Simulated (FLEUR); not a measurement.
The system is Li.

```
Li
1.0
    -1.75465    1.75465    1.75465
     1.75465   -1.75465    1.75465
     1.75465    1.75465   -1.75465
Li
1
Direct
  0.00000 0.00000 0.00000
```

| Property | Result |
| --- | --- |
| Program | FLEUR MaX-R8.1 (later development tree) |
| Task | single point |
| Functional | PBE |
| Potentials or basis | all-electron |
| Basis | FLAPW |
| Kmax | 4.1 1/bohr |
| k mesh | 11 × 11 × 11 |
| Occupations | fermi-dirac, width 0.05 eV |
| Spin | no spin polarisation |
| Gmax | 12.7 1/bohr |
| Muffin-tin radii | Li 2.61 bohr |
| lmax | Li 11 |
| Local orbitals a species | Li 3 |
| Max iterations | 60 |
| Mixing factor | 0.05 |
| Mixer | Anderson |
| Mixer history | 15 |
| Density convergence | 1e-05 me/bohr^3 |

On this cell: band gap on the k mesh none (metal or under the smearing width).

The same run follows on a disturbed copy (cell strained at random at fixed volume):

```
Li
1.0
    -1.73329    1.76667    1.73520
     1.72839   -1.79094    1.75457
     1.74318    1.80083   -1.75947
Li
1
Direct
  0.98842 0.00844 0.97647
```

What changes?

The energy (extrapolated to zero smearing) moves by +0.2 meV/atom; band gap on the k mesh none (metal or under the smearing width).
